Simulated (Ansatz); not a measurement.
Input and command of a plane-wave DFT calculation in Ansatz:

```yaml
crystal:
  lattice:
    - [3.7312578716, 0.0, 0.0]
    - [-1.8656289358, 3.2313641049, 0.0]
    - [0.0, 0.0, 12.1854174592]
  atoms:
    - { symbol: Ti, position: [0.0, 0.0, 0.0] }
    - { symbol: Ti, position: [0.3333333333, 0.6666666667, 0.25] }
    - { symbol: Ti, position: [0.0, 0.0, 0.5] }
    - { symbol: Ti, position: [0.6666666667, 0.3333333333, 0.75] }
basis:
  ecutwfc: 420
kpoints:
  mp_grid: { grid: [6, 6, 2] }
hamiltonian:
  xc: pbe
  dispersion: d3bj
scf:
  occupations: { method: gaussian, width: 0.1 }
output:
  forces: true
  stress: true
  eigenvalues: true
relax:
  adjacent_minimum: "off"
  f_tol: 0.05
  max_steps: 60
  cell: { stress_tol: 0.5 }
```

```bash
ansatz run input.yaml --threads 1 --pin off --max-ram 2560MiB --backend cpu --events-out ev --progress --plain --runs-dir out
```

Processor: Arm Neoverse V1, 1 thread, on a host shared with other jobs.

Question: Estimate time, memory and problem size.

Answer: About 32 s on 1 thread of Arm Neoverse V1 (shared host), peak memory 0.38 GiB. It solves 29 bands at 14 k points (the mesh reduced by the symmetry that the task leaves, which can be less than the crystal's) with about 1291 plane waves (on the last cell), in 50 SCF iterations over 8 ionic steps.
